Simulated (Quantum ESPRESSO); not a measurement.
A calculation with Quantum ESPRESSO 7.5 of ZrS (native input, structure typed inline):

Contents of pw.in:

```
&CONTROL
  calculation = 'scf'
  prefix = 'pwscf'
  outdir = './tmp'
  pseudo_dir = './pseudo'
  tprnfor = .true.
  tstress = .true.
  disk_io = 'low'
/
&SYSTEM
  ibrav = 0
  nat = 2
  ntyp = 2
  ecutwfc = 45
  ecutrho = 360
  nbnd = 15
  occupations = 'smearing'
  smearing = 'fd'
  degauss = 0.00367493
/
&ELECTRONS
  conv_thr = 4d-10
  electron_maxstep = 120
  mixing_beta = 0.5
/
ATOMIC_SPECIES
Zr    91.2240 zr_pbesol_v1.uspp.F.UPF
S     32.0600 s_pbesol_v1.4.uspp.F.UPF
CELL_PARAMETERS angstrom
   0.0000000000    2.6250000000    2.6250000000
   2.6250000000    0.0000000000    2.6250000000
   2.6250000000    2.6250000000    0.0000000000
ATOMIC_POSITIONS crystal
Zr     0.0000000000    0.0000000000    0.0000000000
S      0.5000000000    0.5000000000    0.5000000000
K_POINTS automatic
9 9 9 0 0 0
```

pp_density.in

```
&INPUTPP
  prefix = 'pwscf'
  outdir = './tmp'
  filplot = 'density.dat'
  plot_num = 0
/
&PLOT
  nfile = 1
  filepp(1) = 'density.dat'
  iflag = 3
  output_format = 6
  fileout = 'density.cube'
/
```

File pp_potential.in:

```
&INPUTPP
  prefix = 'pwscf'
  outdir = './tmp'
  filplot = 'potential.dat'
  plot_num = 11
/
&PLOT
  nfile = 1
  filepp(1) = 'potential.dat'
  iflag = 3
  output_format = 6
  fileout = 'potential.cube'
/
```

Potentials or basis: GBRV 1.5 PBEsol.

Launch:

```sh
$ OMP_NUM_THREADS=1 mpirun -n 2 pw.x -nk 2 -in pw.in > pw.out
$ OMP_NUM_THREADS=1 mpirun -n 1 pp.x -in pp_density.in > pp_density.out
$ OMP_NUM_THREADS=1 mpirun -n 1 pp.x -in pp_potential.in > pp_potential.out
```

**Question.** Write the same calculation in another form: ASE script, structure from a POSCAR.

**Answer.** As run:

File run.py:

```python
import numpy as np
from ase.calculators.espresso import Espresso, EspressoProfile
from ase.io import read

atoms = read('POSCAR')

input_data = {
    'control': {'calculation': 'scf', 'prefix': 'pwscf', 'outdir': './tmp', 'tprnfor': True, 'tstress': True, 'disk_io': 'nowf'},
    'system': {'ecutwfc': 45.0, 'ecutrho': 360.0, 'nbnd': 15, 'occupations': 'smearing', 'smearing': 'fd', 'degauss': 0.00367493},
    'electrons': {'conv_thr': 4e-10, 'electron_maxstep': 120, 'mixing_beta': 0.5},
}
pseudopotentials = {'S': 's_pbesol_v1.4.uspp.F.UPF', 'Zr': 'zr_pbesol_v1.uspp.F.UPF'}
profile = EspressoProfile(command='mpirun -n 2 pw.x -nk 2', pseudo_dir='pseudo')
dft = Espresso(profile=profile, input_data=input_data, pseudopotentials=pseudopotentials, kpts=(9, 9, 9), koffset=(0, 0, 0))
atoms.calc = dft

print(f'energy {atoms.get_potential_energy():.8f} eV')
print('forces (eV/A)')
print(np.round(atoms.get_forces(), 6))
print('stress (eV/A^3, Voigt)')
print(np.round(atoms.get_stress(), 8))
print(f'Fermi level {dft.get_fermi_level():.4f} eV')
```

The input POSCAR:

```
ZrS
1.0
    0.0000000000      2.6250000000      2.6250000000
    2.6250000000      0.0000000000      2.6250000000
    2.6250000000      2.6250000000      0.0000000000
Zr S
1 1
Direct
    0.0000000000      0.0000000000      0.0000000000
    0.5000000000      0.5000000000      0.5000000000
```

Potentials or basis: GBRV 1.5 PBEsol.

Run with:

```console
$ OMP_NUM_THREADS=1 python run.py
```

Both were run:

|  | native input, structure typed inline | ASE script, structure from a POSCAR |
| --- | --- | --- |
| Pressure | -6.6 GPa | -6.6 GPa |
| Band gap on the k mesh | none (metal or under the smearing width) | none (metal or under the smearing width) |

Keys that steer only the numerical path or the files written may differ.
